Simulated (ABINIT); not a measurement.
Input of an ABINIT 10.8.3 (patched build) run:

Contents of run.abi:

```
ndtset 7
getwfk -1
scalecart1 3*0.9795861087
scalecart2 3*0.9864848297
scalecart3 3*0.9932883884
scalecart4 3*1.0000000000
scalecart5 3*1.0066227096
scalecart6 3*1.0131594038
scalecart7 3*1.0196128224

pp_dirpath "./"
pseudos "Pb.GGA_PBE-JTH.xml"

acell 3*1.0 Angstrom
rprim
     0.0000000000     2.4750200000     2.4750200000
     2.4750200000     0.0000000000     2.4750200000
     2.4750200000     2.4750200000     0.0000000000
ntypat 1
znucl 82
natom 1
typat 1
xred
     0.0000000000     0.0000000000     0.0000000000

ecut 26.0
pawecutdg 48.0

kptopt 1
ngkpt 9 9 9
nshiftk 1
shiftk 0.0 0.0 0.0

ixc -497498
usekden 1
pawxcdev 0

nband 11
occopt 3
tsmear 0.05 eV

nstep 100
tolvrs 1.0e-7

iomode 3
prtwf 1
prtden 0
prteig 0
prtebands 0
enunit 1
```

Potentials or basis: JTH PAW PBE v2.0.

The run is started by

```bash
$ abinit run.abi > log 2>&1
```

Q: Estimate the bulk modulus.

A: 45 GPa.

Q: Estimate the equilibrium volume.

A: 31.18 Å³/atom.

Q: What does it give for the pressure derivative of the bulk modulus?

A: 5.4.

Energy against volume, from the lowest point:
| volume (Å³/atom) | energy (meV/atom) |
| --- | --- |
| 28.503 | 38.59 |
| 29.110 | 21.97 |
| 29.716 | 10.35 |
| 30.323 | 3.17 |
| 30.929 | 0.00 |
| 31.535 | 0.20 |
| 32.142 | 3.52 |

Caveat: pressures at fixed basis lie under the slope of the energies; the PAW data sets were made with another functional, which shifts forces and pressure a little. Spin-orbit coupling is left out, which matters for the levels of Pb.

The cell as given is a measured one (30.32 Å³/atom); r2SCAN puts the equilibrium volume +2.8 % from it, thermal expansion not counted.
